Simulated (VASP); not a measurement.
# Al2O3: single point with LDA

Al2O3:

```xyz
10
Lattice="1.3370 -4.4771 0.0000 1.3370 4.4771 0.0000 0.0000 0.0000 7.0450" Properties=species:S:1:pos:R:3 pbc="T T T"
Al    0.0000    0.0000    3.5225
Al    1.3370    2.2742    5.2838
Al    1.3370   -2.2742    1.7613
Al    0.0000    0.0000    0.0000
O     1.3370   -1.1927    6.4810
O     1.3370   -3.5159    5.2838
O     1.3370    1.1927    0.5640
O     1.3370    1.1927    2.9585
O     1.3370    3.5159    1.7613
O     1.3370   -1.1927    4.0866
```

Measurements of this composition are mostly on another form, of space group No. 167.

```json
{"Program": "VASP 6.6.1", "Task": "single point", "Functional": "LDA", "Potentials or basis": "VASP PAW LDA potentials, release 64 (Al, O)", "Cutoff": "520 eV", "k mesh": "6 × 6 × 3", "Occupations": "gaussian, width 0.01 eV", "Spin": "no spin polarisation"}
```

| Quantity | Value |
| --- | --- |
| Pressure | -11.4 GPa |
| Largest force | 0.253 eV/Å |
| Band gap on the k mesh | 4.22 eV, direct |

Forces on the atoms (eV/Å):
```
Al   0.000  0.000  0.000
Al   0.000  0.058  0.000
Al   0.000 -0.058  0.000
Al   0.000  0.000  0.000
O    0.000 -0.050  0.248
O    0.000  0.207  0.000
O    0.000  0.050 -0.248
O    0.000  0.050  0.248
O    0.000 -0.207  0.000
O    0.000 -0.050 -0.248
```

Stress tensor (GPa, compression positive):
```
-11.98   0.00   0.00
  0.00 -12.23   0.00
  0.00   0.00 -10.12
```

Levels at points of the mesh, in eV from the valence-band top:
```
           k point  band 20  band 21  band 22  band 23  band 24  band 25  band 26  band 27  band 28  band 29
(0.00, 0.00, 0.00)    -1.51    -1.39    -1.03    -0.85     0.00     4.22     6.38     8.25     8.37     9.75
(0.50, 0.00, 0.00)    -2.55    -2.00    -1.54    -1.48    -0.83     5.81     6.76     8.63     8.68     8.73
(0.50, 0.50, 0.00)    -1.62    -1.59    -1.14    -0.58    -0.48     6.12     6.28     7.67     7.78     8.21
```

It took 59 s on 1 thread of Intel(R) Xeon(R) 6975P-C (Granite Rapids) (shared host), peak memory 0.22 GiB.

Caveat: an odd mesh through Γ misses points on the zone boundary, where band edges often lie.
